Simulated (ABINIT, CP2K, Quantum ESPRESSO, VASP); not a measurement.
**Sb: programs and potentials compared**

```
CELL_PARAMETERS angstrom
3.23056 0.00000 0.00000
0.00000 3.10980 0.00000
0.00000 0.00000 31.36000
ATOMIC_POSITIONS crystal
Sb 0.00000 0.00000 0.24638
Sb 0.50000 0.00000 0.32760
```

Alike in all runs: functional PBE; k mesh 8 × 9 × 1; occupations fermi-dirac, width 0.05 eV; no spin polarisation; no spin-orbit coupling.

```tsv
program and potentials	plane-wave cutoff (eV)	notes	largest force (eV/Å)
Quantum ESPRESSO, PseudoDojo 0.4.1 SR PBE standard	1088	15 valence electrons an atom on average	0.079
VASP, PBE PAW files Sb, 520 eV	520	5 valence electrons an atom on average	0.070
ABINIT, JTH PAW PBE v2.0	435	15 valence electrons an atom on average	?
CP2K, POTENTIAL_UZH Sb GTH-PBE-q5; TZVP-MOLOPT-PBE-GTH basis	-	atomic basis; 5 valence electrons an atom on average	0.225
```

Problem. Estimate from the other rows what the run with ABINIT, JTH PAW PBE v2.0 gave.

Solution. Largest force 0.057 eV/Å. The other rows, which needn't bracket it: largest force 0.070 to 0.225.
